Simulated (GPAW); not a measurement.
# Ag: equation of state with LDA

Ag:

```xyz
1
Lattice="0.0000 2.0427 2.0427 2.0427 0.0000 2.0427 2.0427 2.0427 0.0000" Properties=species:S:1:pos:R:3 pbc="T T T"
Ag    0.0000    0.0000    0.0000
```

| Item | Value |
| --- | --- |
| Program | GPAW 26.7.0 |
| Task | equation of state |
| Functional | LDA |
| Potentials or basis | JTH PAW 2.0, LDA |
| Cutoff | 600 eV |
| Basis | pw |
| k mesh | 11 × 11 × 11 |
| Occupations | fermi-dirac, width 0.05 eV |
| Spin | no spin polarisation |
| Maxiter | 150 |
| Eos scales | [0.94, 0.96, 0.98, 1.0, 1.02, 1.04, 1.06] |
| Data set | Ag jth |

```yaml
Equilibrium_volume: "16.02 Å³/atom (rough: see the caveat)"
Bulk_modulus: 143 GPa (rough)
```

Energy against volume, from the lowest point:
| volume (Å³/atom) | energy (meV/atom) |
| --- | --- |
| 16.025 | 0.00 |
| 16.366 | 3.61 |
| 16.707 | 11.95 |
| 17.048 | 25.74 |
| 17.389 | 43.74 |
| 17.730 | 64.91 |
| 18.071 | 89.24 |

Run time: 33 s on 1 thread of Intel(R) Xeon(R) 6975P-C (Granite Rapids) (shared host), peak memory 0.2 GiB.

Caveat: the minimum lies outside the volumes run; the program truncates these outside data sets.
